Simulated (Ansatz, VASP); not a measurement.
GaN: VASP beside Ansatz

```
CELL_PARAMETERS angstrom
0.00000 2.20750 2.20750
2.20750 0.00000 2.20750
2.20750 2.20750 0.00000
ATOMIC_POSITIONS crystal
Ga 0.00000 0.00000 0.00000
N 0.25000 0.25000 0.25000
```

Change from the starting cell: volume scaled by 0.94.

Alike in both runs: task single point; functional PBEsol; k mesh 10 × 10 × 10; occupations fermi-dirac, width 0.05 eV; no spin polarisation.

|  | VASP | Ansatz |
| --- | --- | --- |
| version | VASP 6.6.1 | Ansatz 0.2.0 |
| potentials or method | VASP PAW PBE potentials, release 64 (Ga_d, N) | Ansatz PAW |
| plane-wave cutoff (eV) | 520 | 420 |
| valence electrons in the cell | 18 | 18 |

Ansatz gave:

```
gap on the k mesh at the Fermi level (eV) : 2.06
least direct gap on the mesh (eV)         : 2.06
pressure (GPa)                            : 11.9
```

**Question.** What did VASP give for the same quantities?

**Answer.** gap on the k mesh at the Fermi level (eV): 2.08; least direct gap on the mesh (eV): 2.08; pressure (GPa): 11.6.

Caveats: the PAW data sets were made with another functional, which shifts forces and pressure a little (VASP); the pressure holds a Pulay correction of +0.6 GPa for the finite cutoff (Ansatz); the PAW data sets come from PBE, with cores solved anew for the run's functional, which leaves a small shift of forces and pressure (Ansatz).
